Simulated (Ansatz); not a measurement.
# TaN (zincblende): equation of state

How stiff is TaN (zincblende)? Energies and pressures are computed at volumes on both sides of the relaxed cell and fitted. The start comes from a prototype table, not from a measured structure.

Method: DFT r²SCAN, scalar-relativistic, plane waves, PAW, in Ansatz 0.2.0.

## (1) The starting structure

The structure is cubic, space group F-43m (No. 216). Conventional cell: a = 4.733 Å, b = 4.733 Å, c = 4.733 Å, α = 90.00°, β = 90.00°, γ = 90.00°. Ta (site symmetry -43m) has 4 N at 2.05 Å in its first shell of neighbours. N (site symmetry -43m) is surrounded by 4 Ta at 2.05 Å.

As a file:

```xyz
2
Lattice="0.0000 2.3665 2.3665 2.3665 0.0000 2.3665 2.3665 2.3665 0.0000" Properties=species:S:1:pos:R:3 pbc="T T T"
Ta    0.0000    0.0000    0.0000
N     1.1833    1.1833    1.1833
```

This cell comes from an earlier session at r²SCAN: 13.253 Å³/atom at 0.00 GPa, on a 12×12×12 mesh.

Volume factors to run: 0.980, 1.020, 0.960, 1.040, 1.070.

## (2) Volume × 0.980

input.yaml

```yaml
crystal:
  lattice:
    - [0.0, 2.350622038, 2.350622038]
    - [2.350622038, 0.0, 2.350622038]
    - [2.350622038, 2.350622038, 0.0]
  atoms:
    - { symbol: Ta, position: [0.0, 0.0, 0.0], spin: 0.05 }
    - { symbol: "N", position: [0.25, 0.25, 0.25] }
basis:
  ecutwfc: 500
  ecutrho_ratio: 4
kpoints:
  mp_grid: { grid: [12, 12, 12] }
hamiltonian:
  xc: r2scan
scf:
  occupations: { method: gaussian, width: 0.05 }
output:
  forces: true
  stress: true
  eigenvalues: true
  populations: true
magnetization:
  spin_polarized: true
```

On the command line:

```bash
$ ansatz run input.yaml --threads 2 --pin off --max-ram 2662MiB --backend cpu --events-out ev --progress --plain --runs-dir out
```

The program printed, cut to the lines that bear on the results:

```text
Warning: RAYON_NUM_THREADS=2 ignored (pool sized by the plan → 2); use --threads N
[...]
Pseudopotentials: kind: paw
Pseudopotential: Ta, paw, valence charge 13, recommended cutoff 500 eV (meta_gga), Ta.paw.azcp
Pseudopotential: N, paw, valence charge 5, recommended cutoff 500 eV (meta_gga), N.paw.azcp
Functional definition: r2SCAN
[...]
Crystal: 2 atoms, lattice volume = 25.976 Å³
Basis set: ecut = 500 eV, 645 PW (Γ), exchange–correlation on 100×100×100 points (64 copies of the dense FFT grid, shifted against one another)
Bands: 14, of which v1, the nominal top of the filled ones, is band 9 counted from 1 (8 counted from 0)
Symmetry: 24 space group operations
Space group: F-43m (ITA 216), of the structure as read, at distance tolerance 3.0e-5 Å
Magnetic group: BNS 216.74 (UNI 1576), of the structure as read, at distance tolerance 3.0e-5 Å
k-points: 72 of 1728 (time reversal used)
[...]
Starting moments: Σ|m| = 0.05 μB on 1 of 2 sites
[...]
SCF iter   1: F=—  HF=-10330.878261 eV  |F-HF|=—  |Δ(HF+E_count)|=         —  Δρ=3.60e-2 (↑3.60e-2 ↓3.60e-2)  dr2=1.52e0  dr2_τ=8.38e-2  dr2_m=3.38e-5  M=0.038 μB ∫|m|=0.039 μB  β_m=1.00  ethr=3.10e-3  ⟨swp⟩=6.0  Hψ=11102  notcnv=0
[...]
SCF iter  17: F=-10330.752366 eV  HF=-10330.752366 eV  |F-HF|=3.64e-11  |Δ(HF+E_count)|=  3.95e-10  Δρ=2.17e-7 (↑1.83e-7 ↓2.17e-7)  dr2=1.24e-12  dr2_τ=6.73e-13  dr2_m=8.69e-12  M=0.000 μB ∫|m|=0.000 μB  ethr=1.00e-12  ⟨swp⟩=2.2  Hψ=3908  notcnv=0
[...]
WARN: the starting moments were not kept: the SCF closed with an absolute magnetisation of 1.7e-5 μB, where they sum to 0.05 μB in size (1 site). That is at most 0.1 of that sum. Measured as dr2_m measures the in/out step, that magnetisation stands 5.7e-11 eV from none, at or under the [...]
this state was not tested for a lower state beside it, because the mixer in use, unlike msr1, does not test its closes by its own steps (another_mixer; see scf.mixing.algorithm and scf.lower_state_search)
SCF converged after 17 iterations
Magnetization: 0.0000 μB (9.0000 up, 9.0000 down)
Absolute magnetization: 0.0000 μB (∫|ρ↑−ρ↓|, with the PAW one-centre terms)
Spin contamination: 0.0000 ħ² per cell (⟨S²⟩ above its minimum at these occupations)
Per-site moments (μB) at R_I (Å): [(6.9955176134786325e-6, 0.8397255898364646), (4.31330547725856e-7, 0.8397255898364646)]
Free energy (F): -10330.752366 eV
[...]
E sigma→0 (E₀):  -10330.751427 eV
Entropy (-TS):   -0.001878 eV (-0.939 meV/atom)
Fermi energy:    17.254513 eV
[...]
--- Forces (eV/Å), atoms counted from 1 ---
  atom   1  Ta     0.00000000    -0.00000000     0.00000000
  atom   2  N     -0.00000000     0.00000000    -0.00000000
[...]
--- Stress (GPa, compression-positive) ---
        5.565372       0.000000      -0.000000
        0.000000       5.565372      -0.000000
       -0.000000      -0.000000       5.565372
  P = ⅓ Tr σ = 5.5654 GPa (55.654 kbar)
--- Band table (eV; the first three rows and the last of 144) ---
  k-point 0 ↑: bands = ["-53.9824", "-19.7330", "-19.7330", "-19.7330", "-1.7025", "9.5573", "9.5573", "9.5573", "16.0144", "17.7603", "17.7603", "23.2613", "23.2613", "23.2613"]
[...]
--- Löwdin populations: 2 sites ---
  site symbol       q [e]    m [muB]
     0     Ta     12.1505     0.0000
     1      N      5.7291    -0.0000
  spilling = 0.006691 (of n_electrons = 18.000000)
```

Wall time 9.1 s (2 threads of Arm Neoverse V2, shared host); peak memory 0.43 GiB.

Read off: volume 12.988 Å³/atom, pressure 5.57 GPa, metallic, no moment left.

## (3) Scaling the volume by 1.020

Edit input.yaml of step 2 so:

```diff
@@ -2,5 +2,5 @@
   lattice:
-    - [0.0, 2.350622038, 2.350622038]
-    - [2.350622038, 0.0, 2.350622038]
-    - [2.350622038, 2.350622038, 0.0]
+    - [0.0, 2.3821777771, 2.3821777771]
+    - [2.3821777771, 0.0, 2.3821777771]
+    - [2.3821777771, 2.3821777771, 0.0]
   atoms:
```

On the command line:

```bash
$ ansatz run input.yaml --threads 2 --pin off --max-ram 2662MiB --backend cpu --events-out ev --progress --plain --runs-dir out
```

The program printed, cut to the lines that bear on the results:

```text
Warning: RAYON_NUM_THREADS=2 ignored (pool sized by the plan → 2); use --threads N
[...]
[... 4 set-up lines as earlier in the session ...]
[...]
Crystal: 2 atoms, lattice volume = 27.037 Å³
Basis set: ecut = 500 eV, 701 PW (Γ), exchange–correlation on 100×100×100 points (64 copies of the dense FFT grid, shifted against one another)
Bands: 14, of which v1, the nominal top of the filled ones, is band 9 counted from 1 (8 counted from 0)
[... 2 set-up lines as earlier in the session ...]
Magnetic group: BNS 216.74 (UNI 1576), of the structure as read, at distance tolerance 3.0e-5 Å
k-points: 72 of 1728 (time reversal used)
[...]
Starting moments: Σ|m| = 0.05 μB on 1 of 2 sites
[...]
WARN: the starting moments were not kept: the SCF closed with an absolute magnetisation of 1.6e-5 μB, where they sum to 0.05 μB in size (1 site). That is at most 0.1 of that sum. Measured as dr2_m measures the in/out step, that magnetisation stands 5.2e-11 eV from none, at or under the [...]
Absolute magnetization: 0.0000 μB (∫|ρ↑−ρ↓|, with the PAW one-centre terms)
Spin contamination: 0.0000 ħ² per cell (⟨S²⟩ above its minimum at these occupations)
Per-site moments (μB) at R_I (Å): [(7.0042778430964374e-6, 0.8509984194109793), (3.773752876280284e-7, 0.8509984194109793)]
Free energy (F): -10330.753011 eV
[...]
E sigma→0 (E₀):  -10330.751869 eV
Entropy (-TS):   -0.002285 eV (-1.142 meV/atom)
Fermi energy:    16.468578 eV
[...]
--- Forces (eV/Å), atoms counted from 1 ---
  atom   1  Ta     0.00000000    -0.00000000     0.00000000
  atom   2  N     -0.00000000     0.00000000     0.00000000
[...]
--- Stress (GPa, compression-positive) ---
       -4.998514       0.000000      -0.000000
        0.000000      -4.998514      -0.000000
       -0.000000      -0.000000      -4.998514
  P = ⅓ Tr σ = -4.9985 GPa (-49.985 kbar)
--- Band table (eV; the first three rows and the last of 144) ---
  k-point 0 ↑: bands = ["-54.8535", "-20.5919", "-20.5919", "-20.5919", "-2.2018", "9.0527", "9.0527", "9.0527", "15.1867", "16.9525", "16.9525", "22.2432", "22.2432", "22.2432"]
[...]
--- Löwdin populations: 2 sites ---
  site symbol       q [e]    m [muB]
     0     Ta     12.1294     0.0000
     1      N      5.7466    -0.0000
  spilling = 0.006888 (of n_electrons = 18.000000)
```

It took 14 s on 2 threads of Arm Neoverse V2, shared host; peak memory 0.43 GiB.

In short: volume 13.518 Å³/atom, pressure -5.00 GPa, a metal on this mesh, no moment left.

## (4) At 0.960 of the relaxed volume

Edit input.yaml of step 3 so:

```diff
@@ -2,5 +2,5 @@
   lattice:
-    - [0.0, 2.3821777771, 2.3821777771]
-    - [2.3821777771, 0.0, 2.3821777771]
-    - [2.3821777771, 2.3821777771, 0.0]
+    - [0.0, 2.3345213817, 2.3345213817]
+    - [2.3345213817, 0.0, 2.3345213817]
+    - [2.3345213817, 2.3345213817, 0.0]
   atoms:
```

On the command line:

```bash
$ ansatz run input.yaml --threads 2 --pin off --max-ram 2662MiB --backend cpu --events-out ev --progress --plain --runs-dir out
```

The program printed, cut to the lines that bear on the results:

```text
Warning: RAYON_NUM_THREADS=2 ignored (pool sized by the plan → 2); use --threads N
[...]
[... 4 set-up lines as earlier in the session ...]
[...]
Crystal: 2 atoms, lattice volume = 25.446 Å³
Basis set: ecut = 500 eV, 645 PW (Γ), exchange–correlation on 100×100×100 points (64 copies of the dense FFT grid, shifted against one another)
Bands: 14, of which v1, the nominal top of the filled ones, is band 9 counted from 1 (8 counted from 0)
[... 1 set-up line as earlier in the session ...]
Space group: F-43m (ITA 216), of the structure as read, at distance tolerance 2.9e-5 Å
Magnetic group: BNS 216.74 (UNI 1576), of the structure as read, at distance tolerance 2.9e-5 Å
k-points: 72 of 1728 (time reversal used)
[...]
Starting moments: Σ|m| = 0.05 μB on 1 of 2 sites
[...]
WARN: the starting moments were not kept: the SCF closed with an absolute magnetisation of 9.3e-6 μB, where they sum to 0.05 μB in size (1 site). That is at most 0.1 of that sum. Measured as dr2_m measures the in/out step, that magnetisation stands 1.6e-11 eV from none, at or under the [...]
Absolute magnetization: 0.0000 μB (∫|ρ↑−ρ↓|, with the PAW one-centre terms)
Spin contamination: 0.0000 ħ² per cell (⟨S²⟩ above its minimum at these occupations)
Per-site moments (μB) at R_I (Å): [(-3.707457326056038e-6, 0.8339738641699362), (-3.1346904111140694e-8, 0.8339738641699362)]
Free energy (F): -10330.723921 eV
[...]
E sigma→0 (E₀):  -10330.723046 eV
Entropy (-TS):   -0.001749 eV (-0.875 meV/atom)
Fermi energy:    17.667826 eV
[...]
--- Forces (eV/Å), atoms counted from 1 ---
  atom   1  Ta     0.00000000    -0.00000000    -0.00000000
  atom   2  N     -0.00000000     0.00000000     0.00000000
[...]
--- Stress (GPa, compression-positive) ---
       11.734235       0.000000      -0.000000
        0.000000      11.734235      -0.000000
       -0.000000      -0.000000      11.734235
  P = ⅓ Tr σ = 11.7342 GPa (117.342 kbar)
--- Band table (eV; the first three rows and the last of 144) ---
  k-point 0 ↑: bands = ["-53.5259", "-19.2823", "-19.2823", "-19.2823", "-1.4362", "9.8237", "9.8237", "9.8237", "16.4513", "18.1852", "18.1852", "23.7953", "23.7953", "23.7953"]
[...]
--- Löwdin populations: 2 sites ---
  site symbol       q [e]    m [muB]
     0     Ta     12.1616    -0.0000
     1      N      5.7198     0.0000
  spilling = 0.006589 (of n_electrons = 18.000000)
```

Run time: 9.4 s. Hardware: 2 threads of Arm Neoverse V2, shared host; peak memory 0.42 GiB.

Result: volume 12.723 Å³/atom, pressure 11.73 GPa, no gap, no moment left.

## (5) Scaling the volume by 1.040

Edit input.yaml of step 4 so:

```diff
@@ -2,5 +2,5 @@
   lattice:
-    - [0.0, 2.3345213817, 2.3345213817]
-    - [2.3345213817, 0.0, 2.3345213817]
-    - [2.3345213817, 2.3345213817, 0.0]
+    - [0.0, 2.3976468974, 2.3976468974]
+    - [2.3976468974, 0.0, 2.3976468974]
+    - [2.3976468974, 2.3976468974, 0.0]
   atoms:
@@ -22,2 +22,6 @@
   populations: true
+  write_density: true
+  write_potential: true
+  elf: true
+  volumetric_format: npy
 magnetization:
```

On the command line:

```bash
$ ansatz run input.yaml --threads 2 --pin off --max-ram 2662MiB --backend cpu --events-out ev --progress --plain --runs-dir out
```

The program printed, cut to the lines that bear on the results:

```text
Warning: RAYON_NUM_THREADS=2 ignored (pool sized by the plan → 2); use --threads N
[...]
[... 4 set-up lines as earlier in the session ...]
[...]
Crystal: 2 atoms, lattice volume = 27.567 Å³
Basis set: ecut = 500 eV, 725 PW (Γ), exchange–correlation on 100×100×100 points (64 copies of the dense FFT grid, shifted against one another)
Bands: 14, of which v1, the nominal top of the filled ones, is band 9 counted from 1 (8 counted from 0)
[... 2 set-up lines as earlier in the session ...]
Magnetic group: BNS 216.74 (UNI 1576), of the structure as read, at distance tolerance 3.0e-5 Å
k-points: 72 of 1728 (time reversal used)
[...]
Starting moments: Σ|m| = 0.05 μB on 1 of 2 sites
[...]
WARN: the starting moments were not kept: the SCF closed with an absolute magnetisation of 2.4e-5 μB, where they sum to 0.05 μB in size (1 site). That is at most 0.1 of that sum. Measured as dr2_m measures the in/out step, that magnetisation stands 1.1e-10 eV from none, at or under the [...]
Absolute magnetization: 0.0000 μB (∫|ρ↑−ρ↓|, with the PAW one-centre terms)
Spin contamination: 0.0000 ħ² per cell (⟨S²⟩ above its minimum at these occupations)
Per-site moments (μB) at R_I (Å): [(1.0477634367522933e-5, 0.8565245380120033), (1.2754187629998642e-7, 0.8565245380120033)]
Free energy (F): -10330.728901 eV
[...]
E sigma→0 (E₀):  -10330.727627 eV
Entropy (-TS):   -0.002548 eV (-1.274 meV/atom)
Fermi energy:    16.092875 eV
[...]
--- Forces (eV/Å), atoms counted from 1 ---
  atom   1  Ta     0.00000000    -0.00000000     0.00000000
  atom   2  N     -0.00000000     0.00000000    -0.00000000
[...]
--- Stress (GPa, compression-positive) ---
       -9.493210       0.000000      -0.000000
        0.000000      -9.493210      -0.000000
       -0.000000      -0.000000      -9.493210
  P = ⅓ Tr σ = -9.4932 GPa (-94.932 kbar)
--- Band table (eV; the first three rows and the last of 144) ---
  k-point 0 ↑: bands = ["-55.2714", "-21.0033", "-21.0033", "-21.0033", "-2.4363", "8.8134", "8.8134", "8.8134", "14.7942", "16.5672", "16.5672", "21.7569", "21.7569", "21.7569"]
[...]
--- Löwdin populations: 2 sites ---
  site symbol       q [e]    m [muB]
     0     Ta     12.1191     0.0000
     1      N      5.7552    -0.0000
  spilling = 0.006983 (of n_electrons = 18.000000)
```

It took 11 s on 2 threads of Arm Neoverse V2, shared host; peak memory 0.43 GiB.

This gives: volume 13.783 Å³/atom, pressure -9.49 GPa, metallic, no moment left.

The maps below are laid out on this run's own conventional cell (a, b, c = 4.795, 4.795, 4.795 Å).

Density in a lattice plane of the grid's cell (edges 4.80 and 4.80 Å, at 0.000 of the third edge), which holds Ta.

Ten even steps from ' ' (0.04 e/Å³) to '@' (4.50 e/Å³):
```
%%@@@@**::                              ::**@@@@
@@%%##==..                              ..==##%%
++==--..                                  ..--==
......                                      ....
                                                
                    ..........                  
                  ..--==++==--..                
                ..==##%%@@%%##==..              
                ::**@@@@%%@@@@**::              
              ..--##@@%%**%%@@##--..            
                ::**@@@@%%@@@@**::              
                ..==##%%@@%%##==..              
                  ..--==++==--..                
                    ..........                  
                                                
......                                      ....
++==--..                                  ..--==
@@%%##==..                              ..==##%%
%%@@@@**::                              ::**@@@@
**%%@@##--..                          ..--##@@%%
```
Columns run along the first of these edges and rows up along the second, over one cell in 24 and 20 even steps from the bottom left corner. Atoms in the plane (fractional): Ta at (0.00, 0.00), Ta at (0.50, 0.50).

ELF in the same plane.

Values, 12 rows by 12 columns:
```
0.56 0.73 0.40 0.10 0.13 0.07 0.04 0.07 0.13 0.10 0.40 0.74
0.58 0.40 0.15 0.28 0.29 0.13 0.07 0.13 0.29 0.28 0.15 0.40
0.07 0.10 0.28 0.42 0.28 0.10 0.07 0.10 0.28 0.42 0.28 0.10
0.07 0.13 0.29 0.28 0.15 0.40 0.58 0.40 0.15 0.28 0.29 0.13
0.04 0.07 0.13 0.10 0.40 0.73 0.56 0.74 0.40 0.10 0.13 0.07
0.02 0.04 0.07 0.07 0.58 0.56 0.00 0.56 0.58 0.07 0.07 0.04
0.04 0.07 0.13 0.10 0.40 0.74 0.56 0.73 0.40 0.10 0.13 0.07
0.07 0.13 0.29 0.28 0.15 0.40 0.58 0.40 0.15 0.28 0.29 0.13
0.07 0.10 0.28 0.42 0.28 0.10 0.07 0.10 0.28 0.42 0.28 0.10
0.58 0.40 0.15 0.28 0.29 0.13 0.07 0.13 0.29 0.28 0.15 0.40
0.56 0.74 0.40 0.10 0.13 0.07 0.04 0.07 0.13 0.10 0.40 0.73
0.00 0.56 0.58 0.07 0.07 0.04 0.02 0.04 0.07 0.07 0.58 0.56
```
Columns run along the first of these edges and rows up along the second, over one cell in 12 and 12 even steps from the bottom left corner. Atoms in the plane (fractional): Ta at (0.00, 0.00), Ta at (0.50, 0.50).

Both are smooth fields of the valence electrons: close to the nuclei they are not physical.

The highest ELF values outside the cores: 0.82 in the shell around N, 0.6 Å from N; 0.66 between the atoms, 2.1 Å from Ta.

ELF in the plane through atom 1 (Ta) and two of its nearest N neighbours, 7.2 Å on a side, that atom in the middle and its first bond to the right.

Ten even steps from '0' (0.00) to '9' (0.80):
```
6799520000134677523885784
9974210123433455321368852
3245411478886422110012222
4887862799899621000113466
7931683893279730000125677
5876872798799620000124567
1478732589974210124444444
0112223432256521379987432
0124566423886873599899731
0135787425950584695169841
1234676423886883599799631
5544444311267631478864210
9986321110111223432256641
7799520000124566522786784
2289620000135777524961385
8998410001234566422787983
8742101245554344311146631
2467631589997421110011234
5975872797699620000124567
```
Atoms in the plane (Å from the middle): N (-3.5, -2.0), N (2.1, 0.0), Ta (2.8, -2.0), N (-0.7, 2.0), Ta (0.0, 0.0), Ta (-2.8, 2.0).

## (6) Scaling the volume by 1.070

Edit input.yaml of step 5 so:

```diff
@@ -2,5 +2,5 @@
   lattice:
-    - [0.0, 2.3976468974, 2.3976468974]
-    - [2.3976468974, 0.0, 2.3976468974]
-    - [2.3976468974, 2.3976468974, 0.0]
+    - [0.0, 2.4204830041, 2.4204830041]
+    - [2.4204830041, 0.0, 2.4204830041]
+    - [2.4204830041, 2.4204830041, 0.0]
   atoms:
@@ -22,6 +22,2 @@
   populations: true
-  write_density: true
-  write_potential: true
-  elf: true
-  volumetric_format: npy
 magnetization:
```

On the command line:

```bash
$ ansatz run input.yaml --threads 2 --pin off --max-ram 2662MiB --backend cpu --events-out ev --progress --plain --runs-dir out
```

The program printed, cut to the lines that bear on the results:

```text
Warning: RAYON_NUM_THREADS=2 ignored (pool sized by the plan → 2); use --threads N
[...]
[... 4 set-up lines as earlier in the session ...]
[...]
Crystal: 2 atoms, lattice volume = 28.362 Å³
Basis set: ecut = 500 eV, 725 PW (Γ), exchange–correlation on 100×100×100 points (64 copies of the dense FFT grid, shifted against one another)
Bands: 14, of which v1, the nominal top of the filled ones, is band 9 counted from 1 (8 counted from 0)
[... 2 set-up lines as earlier in the session ...]
Magnetic group: BNS 216.74 (UNI 1576), of the structure as read, at distance tolerance 3.0e-5 Å
k-points: 72 of 1728 (time reversal used)
[...]
Starting moments: Σ|m| = 0.05 μB on 1 of 2 sites
[...]
WARN: the starting moments were not kept: the SCF closed with an absolute magnetisation of 5.9e-5 μB, where they sum to 0.05 μB in size (1 site). That is at most 0.1 of that sum. Measured as dr2_m measures the in/out step, that magnetisation stands 6.0e-10 eV from none, at or under the [...]
Absolute magnetization: 0.0001 μB (∫|ρ↑−ρ↓|, with the PAW one-centre terms)
Spin contamination: 0.0000 ħ² per cell (⟨S²⟩ above its minimum at these occupations)
Per-site moments (μB) at R_I (Å): [(2.4411648720277563e-5, 0.8646824055288679), (3.6160591948583383e-6, 0.8646824055288679)]
Free energy (F): -10330.666729 eV
[...]
E sigma→0 (E₀):  -10330.665312 eV
Entropy (-TS):   -0.002834 eV (-1.417 meV/atom)
Fermi energy:    15.550557 eV
[...]
--- Forces (eV/Å), atoms counted from 1 ---
  atom   1  Ta     0.00000000    -0.00000000     0.00000000
  atom   2  N     -0.00000000     0.00000000     0.00000000
[...]
--- Stress (GPa, compression-positive) ---
      -15.401892       0.000000      -0.000000
       -0.000000     -15.401892      -0.000000
       -0.000000      -0.000000     -15.401892
  P = ⅓ Tr σ = -15.4019 GPa (-154.019 kbar)
--- Band table (eV; the first three rows and the last of 144) ---
  k-point 0 ↑: bands = ["-55.8756", "-21.5974", "-21.5974", "-21.5974", "-2.7708", "8.4693", "8.4693", "8.4693", "14.2300", "16.0116", "16.0116", "21.0546", "21.0546", "21.0546"]
[...]
--- Löwdin populations: 2 sites ---
  site symbol       q [e]    m [muB]
     0     Ta     12.1044     0.0001
     1      N      5.7674     0.0000
  spilling = 0.007121 (of n_electrons = 18.000000)
```

It took 14 s on 2 threads of Arm Neoverse V2, shared host; peak memory 0.43 GiB.

This gives: volume 14.181 Å³/atom, pressure -15.40 GPa, metallic, no moment left.

## (7) The fit

Energies have the smearing extrapolated to zero and count from the lowest point.

```tsv
volume (Å³/atom)	energy (meV/atom)	pressure (GPa)	gap (eV)
12.723	18.67	11.73	metal
12.988	4.48	5.57	metal
13.253	0.00	0.00	metal
13.518	4.26	-5.00	metal
13.783	16.38	-9.49	metal
14.181	47.54	-15.40	metal
```

volume (Å³/atom), energy (meV/atom) and a bar:
```
    12.72       18.7 ############
    12.99        4.5 ###
    13.25        0.0 
    13.52        4.3 ###
    13.78       16.4 ##########
    14.18       47.5 ##############################
```

## (8) Results

| quantity | value |
| --- | --- |
| V0 | 13.252 Å³/atom |
| B0 | 264 GPa |
| B0′ | 4.4 |
| scatter of the fit | 0.004 meV/atom |

In words: The fitted minimum lies at 13.25 Å³/atom, and the bulk modulus is 264 GPa, a stiff solid. One per cent of compression takes about 2.6 GPa. These are values at 0 K without zero-point motion. Spin–orbit coupling is left out, though the cell holds Ta; in elements this heavy it can shift levels and gaps by tenths of an eV. A run loses the moments it was seeded with; other starts can end magnetic.
